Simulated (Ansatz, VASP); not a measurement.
# One calculation of PtS2, two programs

```
Pt S
1.0
     3.45462    0.00000    0.00000
    -1.72731    2.99179    0.00000
     0.00000    0.00000    5.03880
Pt S
1 2
Direct
  0.00000 0.00000 0.00000
  0.33333 0.66667 0.25000
  0.66667 0.33333 0.75000
```

Change from the starting cell: strain -0.025 along x and y, +0.000 along z, atoms carried along.

Alike in both runs: task single point; functional PBE; k mesh 12 × 12 × 8; occupations gaussian, width 0.05 eV; no spin polarisation.

|  | VASP | Ansatz |
| --- | --- | --- |
| version | VASP 6.6.1 | Ansatz 0.2.0 |
| potentials or method | VASP PAW PBE potentials, release 64 (Pt, S) | scalar-relativistic, plane waves, PAW |
| plane-wave cutoff (eV) | 520 | 420 |
| valence electrons in the cell | 22 | 30 |

Ansatz gave:

```
gap on the k mesh at the Fermi level (eV)       : 0.69
least direct gap on the mesh (eV)               : 0.88
pressure (GPa)                                  : 11.6
largest component of the traceless stress (GPa) : 5.18
rms of the force components (eV/Å)              : 0.134
```

**Question.** Estimate VASP's values.

**Answer.** gap on the k mesh at the Fermi level (eV): 0.70; least direct gap on the mesh (eV): 0.90; pressure (GPa): 11.1; largest component of the traceless stress (GPa): 5.04; rms of the force components (eV/Å): 0.112.

Atom by atom the forces differ by 0.022 eV/Å (rms over components). The two sets of potentials don't hold the same shells in valence.

Caveats: spin-orbit coupling is left out, which moves the levels of the heavy elements; the cell's inner coordinates are idealised or old, which leaves forces on the atoms. A k mesh can miss the band edges.
